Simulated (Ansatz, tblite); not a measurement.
CaO: GFN1-xTB, run from Python

These are simulated results from tblite 0.8.0, not measurements. The cell was built from a prototype and was relaxed with r2SCAN in plane waves (Ansatz 0.2.0). Not every such cell is a known phase. All runs are without spin polarisation.

It is cubic, Pm-3m (No. 221); a = 2.903 Å in the conventional setting, 12.24 Å³ an atom. Ca is surrounded by 8 O at 2.51 Å; O is surrounded by 8 Ca at 2.51 Å.

tblite solves periodic systems at the zone centre alone, so the script builds a cluster of 3×3×3 conventional cells (54 atoms), which folds in a coarse mesh of k points.

Input script:

```python
import json
from ase import Atoms
from ase.build import make_supercell
from ase.units import Bohr, GPa, Hartree
from tblite.interface import Calculator

atoms = Atoms(['Ca', 'O'],
              cell=[[2.903209, 0.0, 0.0], [-0.0, 2.903209, 0.0], [0.0, 0.0, 2.903209]],
              scaled_positions=[[0.0, -0.0, 0.0], [0.5, 0.5, 0.5]],
              pbc=True)
cluster = make_supercell(atoms, [[3, 0, 0], [0, 3, 0], [0, 0, 3]])
calc = Calculator('GFN1-xTB', cluster.numbers, cluster.positions / Bohr, lattice=cluster.cell[:] / Bohr, periodic=cluster.pbc)
calc.set('temperature', 0.02 / Hartree)
calc.set('max-iter', 150)
res = calc.singlepoint()
levels = res.get('orbital-energies') * Hartree
nv = round(res.get('orbital-occupations').sum() / 2)
cells = len(cluster) // len(atoms)
out = {'energy_per_cell': res.get('energy') * Hartree / cells, 'homo': levels[nv - 1], 'lumo': levels[nv],
       'stress': (-res.get('virial') * Hartree / cluster.get_volume() / GPa).tolist(), 'charges': res.get('charges')[:len(atoms)].tolist(), 'electrons': 2 * nv / cells}
json.dump(out, open('results.json', 'w'))
for key, value in out.items():
    print(key, value)
```

Command: `python run.py`. It took 5.3 s on 1 thread of Arm Neoverse V1 (shared host), peak memory 0.11 GiB.

Output:

```
------------------------------------------------------------
  cycle        total energy    energy error   density error
------------------------------------------------------------
      1     -52.20619995167  -5.2965863E+01   1.2130458E+00
      2      1093.384752450   1.1455910E+03   4.1016295E+00
      3     -44.07896513858  -1.1374637E+03   1.1758419E+00
      4     -137.9939920907  -9.3915027E+01   3.5326482E-01
      5     -141.6617387748  -3.6677467E+00   8.8838240E-02
      6     -138.1771921360   3.4845466E+00   2.1489047E-01
      7     -140.6489471660  -2.4717550E+00   1.1924333E-01
      8     -141.6536111241  -1.0046640E+00   5.8235425E-02
      9     -141.9374803023  -2.8386918E-01   2.1127126E-02
     10     -141.9429916081  -5.5113058E-03   6.1571660E-03
     11     -141.9435486370  -5.5702890E-04   3.6722834E-03
     12     -141.9439455063  -3.9686922E-04   2.4714735E-03
     13     -141.9440641914  -1.1868511E-04   1.9797868E-03
     14     -141.9440961947  -3.2003362E-05   1.8301354E-03
     15     -141.9442631612  -1.6696647E-04   7.9232153E-04
     16     -141.9443019622  -3.8800980E-05   1.4510944E-04
     17     -141.9443032107  -1.2484732E-06   2.2047132E-05
     18     -141.9443032338  -2.3162357E-08   8.6297651E-06
------------------------------------------------------------

 total:                                   4.590 sec
energy_per_cell -143.0556010835318
homo -20.26144880044896
lumo -20.261448800448868
stress [[20.606295236522186, -9.783919603477522e-06, -9.783927164128394e-06], [-9.783919603375516e-06, 20.60629523652257, -9.783933905152782e-06], [-9.783927164046045e-06, -9.783933905241732e-06, 20.60629523652263]]
charges [0.2277380320313127, -0.22769118702676372]
electrons 8.0
```

The cycle table is in hartree for the whole cluster, and the lines after it are in eV (the energy for one cell). The printed stress is in GPa and positive in compression, and the pressure is its mean diagonal.

GFN1-xTB gives no gap at the points read. On the same cell, plane-wave PBE (Ansatz, 8×8×8 k points and the special points) gives a gap of 2.77 eV and r2SCAN a gap of 3.28 eV; on shared hosts these took about 1.1 and 2.6 core-seconds on the 2-atom cell, against 5.3 for the script. Semilocal gaps usually lie below measured ones. This method closes a gap that PBE finds, a failure in kind.

The same script was run on cells scaled at fixed shape and fractional coordinates:

| volume (Å³/atom) | energy (meV/atom) | pressure (GPa, positive in compression) | gap (eV) |
| --- | --- | --- | --- |
| 10.77 | 340.9 | 57.42 | 0.04 |
| 11.50 | 128.3 | 36.27 | 0.00 |
| 12.24 | 0.0 | 20.61 | 0.00 |
| 12.97 | -68.2 | 9.71 | 0.00 |
| 13.70 | -93.7 | 1.88 | 0.00 |

The minimum lies beyond the largest of these volumes.

xTB was fitted mostly to molecules, and a small cluster samples few k points, so gaps, pressures and kinks along a curve can be far from a solid's.
